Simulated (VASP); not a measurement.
Wanted: the native input for a VASP 6.6.1 run.

| Property | Result |
| --- | --- |
| Task | relaxation of cell and atoms |
| Functional | PBE |
| Dispersion | D3(BJ) |
| Potentials or basis | VASP PAW PBE potentials, release 64 (Cl) |
| Cutoff | 600 eV |
| k mesh | 8 × 8 × 4 |
| Occupations | gaussian, width 0.03 eV |
| Spin | no spin polarisation |
| Further INCAR settings | ALGO = Normal; EDIFF = 1e-07; IBRION = 2; EDIFFG = -0.005; NSW = 90; ISIF = 3 |

The structure of Cl lies in POSCAR:

```
Cl                                      
1.0
    3.2697794947     -2.0554300503     -0.0000000000
    3.2697794947      2.0554300503      0.0000000000
    0.0000000000      0.0000000000      8.0982936321
  Cl            
     4
Direct
     0.8763711277403132    0.1236288722596866    0.1076471630746766
     0.6236288722596868    0.3763711277403136    0.6076471630746767
     0.1236288722596866    0.8763711277403132    0.8923528369253233
     0.3763711277403136    0.6236288722596868    0.3923528369253234
```

These files were run (other wordings do the same):

INCAR

```
SYSTEM = Cl
ALGO = Normal ; EDIFF = 1E-7
EDIFFG = -0.005 ; ENCUT = 600
GGA = PE ; IBRION = 2
ISIF = 3 ; ISMEAR = 0
IVDW = 12 ; LASPH = .TRUE.
LCHARG = .FALSE. ; LREAL = .FALSE.
LWAVE = .FALSE. ; NELM = 80
NSW = 90 ; PREC = Accurate
SIGMA = 0.03
```

KPOINTS

```
k-points
0
G
  8 8 4
  0 0 0
```

Potentials or basis: VASP PAW PBE potentials, release 64 (Cl).

The run is started by

```console
$ cat potpaw_PBE.64/Cl/POTCAR > POTCAR
$ mpirun -np 1 vasp_std > vasp.out
```

It gave:

```
Relaxed volume                         : 27.23 Å³/atom
Relaxed cell                           : a = 3.863 Å, b = 3.863 Å, c = 8.100 Å, α = 90.00°, β = 90.00°, γ = 64.28°
Space group after relaxing (to 0.05 Å) : Cmce (No. 64)
Energy gained by relaxing              : 0.0 meV/atom
Ionic steps                            : 4
Pressure after relaxing                : 0.0 GPa
Largest force after relaxing           : 0.003 eV/Å
Band gap on the k mesh                 : 2.34 eV, direct
Dispersion energy per atom             : -0.163 eV
```

Wall time 5.6 min on 1 thread of Intel(R) Xeon(R) Platinum 8559C (Emerald Rapids), on a shared host, peak memory 0.32 GiB.
